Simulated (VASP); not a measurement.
Crystal: C.

```xyz
3
Lattice="2.6197 0.0000 0.0000 0.0000 2.6197 0.0000 0.0000 0.0000 2.6197" Properties=species:S:1:pos:R:3 pbc="T T T"
C     0.0000    1.3099    1.3099
C     1.3099    0.0000    1.3099
C     1.3099    1.3099    0.0000
```

The cell was built by a generator and needn't be a form met in nature.

| Property | Result |
| --- | --- |
| Program | VASP 6.6.1 |
| Task | relaxation of cell and atoms |
| Functional | LDA |
| Potentials or basis | VASP PAW LDA potentials, release 64 (C) |
| Cutoff | 600 eV |
| k mesh | 10 × 10 × 10 |
| Occupations | fermi-dirac, width 0.05 eV |
| Spin | no spin polarisation |

At the start: pressure -13.3 GPa; volume 5.99 Å³/atom.

Where does the relaxation end?

Over 5 steps the energy falls by 19.9 meV/atom and the volume is 5.61 Å³/atom (-6.4 %); space group Pm-3m (No. 221, to 0.05 Å).

Step by step:
| step | energy change (eV) | largest force (eV/Å) | pressure (GPa) | volume (Å³) |
| --- | --- | --- | --- | --- |
| 1 | 0.0000 | 0.0000 | -13.35 | 17.98 |
| 2 | -0.0388 | 0.0000 | -10.02 | 17.46 |
| 3 | -0.0323 | 0.0000 | 13.88 | 16.17 |
| 4 | -0.0597 | 0.0000 | -0.88 | 16.88 |
| 5 | -0.0598 | 0.0000 | -0.04 | 16.84 |

Final structure:
```xyz
3
Lattice="2.5630 0.0000 0.0000 0.0000 2.5630 0.0000 0.0000 0.0000 2.5630" Properties=species:S:1:pos:R:3 pbc="T T T"
C     0.0000    1.2815    1.2815
C     1.2815    0.0000    1.2815
C     1.2815    1.2815    0.0000
```
